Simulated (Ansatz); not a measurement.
GeO$_{2}$:
```cif
data_Ge2O4
_chemical_formula_sum 'Ge2 O4'
_space_group_name_H-M_alt 'P42/mnm'
_space_group_IT_number 136
_space_group_name_Hall '-P 4n 2n'
_cell_length_a 4.41054
_cell_length_b 4.41054
_cell_length_c 2.87016
_cell_angle_alpha 90.000
_cell_angle_beta 90.000
_cell_angle_gamma 90.000
loop_
_atom_site_label
_atom_site_type_symbol
_atom_site_symmetry_multiplicity
_atom_site_Wyckoff_symbol
_atom_site_fract_x
_atom_site_fract_y
_atom_site_fract_z
_atom_site_occupancy
Ge1 Ge 2 a 0.00000 0.00000 0.00000 1
O1 O 4 f 0.30601 0.30601 0.00000 1
```

Relaxed with r²SCAN.

Which orbitals make up the states near the band edges in plane-wave PAW r²SCAN (Ansatz code)?

Top 1 eV of the valence band: O 2p 98 %. Bottom 1 eV of the conduction band: Ge 4s 54 %, O 2s 29 %, O 2p 13 %. Projections are on Löwdin-orthogonalised atomic valence shells; empty p or d shells of many metals are not among them.

Tabulate the density of states.

States/eV per cell of 6 atoms, in 0.25 eV bins, energy from the valence-band maximum.

| E (eV) | total | O 2p | Ge 4s | Ge 4p |
|---|---|---|---|---|
| -7.85 | 0.89 | 0.56 | 0.18 | 0.07 |
| -7.60 | 0.83 | 0.53 | 0.15 | 0.07 |
| -7.35 | 0.75 | 0.49 | 0.13 | 0.07 |
| -7.10 | 1.03 | 0.71 | 0.09 | 0.17 |
| -6.85 | 1.73 | 1.23 | 0.08 | 0.35 |
| -6.60 | 2.15 | 1.55 | 0.08 | 0.44 |
| -6.35 | 1.94 | 1.41 | 0.07 | 0.38 |
| -6.10 | 1.95 | 1.44 | 0.06 | 0.38 |
| -5.85 | 2.22 | 1.65 | 0.06 | 0.43 |
| -5.60 | 2.67 | 2.01 | 0.07 | 0.51 |
| -5.35 | 3.12 | 2.37 | 0.06 | 0.58 |
| -5.10 | 3.02 | 2.31 | 0.06 | 0.53 |
| -4.85 | 2.55 | 1.99 | 0.04 | 0.41 |
| -4.60 | 2.64 | 2.10 | 0.04 | 0.38 |
| -4.35 | 2.78 | 2.28 | 0.04 | 0.35 |
| -4.10 | 2.11 | 1.76 | 0.02 | 0.23 |
| -3.85 | 2.35 | 1.98 | 0.02 | 0.26 |
| -3.60 | 2.70 | 2.30 | 0.02 | 0.27 |
| -3.35 | 2.60 | 2.26 | 0.02 | 0.21 |
| -3.10 | 2.57 | 2.27 | 0.01 | 0.17 |
| -2.85 | 3.57 | 3.23 | 0.02 | 0.17 |
| -2.60 | 4.36 | 4.07 | 0.02 | 0.14 |
| -2.35 | 3.72 | 3.52 | 0.01 | 0.07 |
| -2.10 | 4.11 | 3.96 | 0.01 | 0.04 |
| -1.85 | 4.53 | 4.38 | 0.01 | 0.04 |
| -1.60 | 5.43 | 5.25 | 0.02 | 0.05 |
| -1.35 | 5.78 | 5.67 | 0.01 | 0.02 |
| -1.10 | 5.19 | 5.10 | 0.00 | 0.02 |
| -0.85 | 3.29 | 3.23 | 0.00 | 0.02 |
| -0.60 | 1.19 | 1.16 | 0.00 | 0.01 |
| -0.35 | 0.58 | 0.57 | 0.00 | 0.00 |
| -0.10 | 0.17 | 0.17 | 0.00 | 0.00 |
| 0.15 | 0.00 | 0.00 | 0.00 | 0.00 |
| 0.40 | 0.00 | 0.00 | 0.00 | 0.00 |
| 0.65 | 0.00 | 0.00 | 0.00 | 0.00 |
| 0.90 | 0.00 | 0.00 | 0.00 | 0.00 |
| 1.15 | 0.00 | 0.00 | 0.00 | 0.00 |
| 1.40 | 0.00 | 0.00 | 0.00 | 0.00 |
| 1.65 | 0.00 | 0.00 | 0.00 | 0.00 |
| 1.90 | 0.00 | 0.00 | 0.00 | 0.00 |
| 2.15 | 0.00 | 0.00 | 0.00 | 0.00 |
| 2.40 | 0.00 | 0.00 | 0.00 | 0.00 |
| 2.65 | 0.01 | 0.00 | 0.00 | 0.00 |
| 2.90 | 0.04 | 0.00 | 0.02 | 0.00 |
| 3.15 | 0.06 | 0.01 | 0.03 | 0.00 |
| 3.40 | 0.08 | 0.01 | 0.04 | 0.00 |
| 3.65 | 0.11 | 0.02 | 0.06 | 0.00 |
| 3.90 | 0.14 | 0.03 | 0.07 | 0.01 |
| 4.15 | 0.18 | 0.04 | 0.09 | 0.01 |
| 4.40 | 0.23 | 0.05 | 0.11 | 0.01 |
| 4.65 | 0.28 | 0.07 | 0.13 | 0.01 |
| 4.90 | 0.35 | 0.09 | 0.17 | 0.02 |
| 5.15 | 0.45 | 0.12 | 0.21 | 0.02 |
| 5.40 | 0.60 | 0.17 | 0.29 | 0.03 |
| 5.65 | 1.09 | 0.32 | 0.53 | 0.07 |
| 5.90 | 1.86 | 0.55 | 0.90 | 0.13 |
| 6.15 | 2.19 | 0.67 | 1.06 | 0.15 |
| 6.40 | 1.82 | 0.58 | 0.87 | 0.12 |
| 6.65 | 1.76 | 0.57 | 0.85 | 0.10 |
| 6.90 | 1.36 | 0.45 | 0.66 | 0.08 |
| 7.15 | 1.09 | 0.38 | 0.54 | 0.06 |
| 7.40 | 1.05 | 0.39 | 0.54 | 0.04 |

Space group P4_2/mnm (rutile). Symmetry was held in the r²SCAN relaxation; of distortions, only those at the zone centre were tested. Scalar-relativistic: spin–orbit coupling is off unless named, which matters more the heavier the elements.

Potentials: the later of the program's two PAW sets.
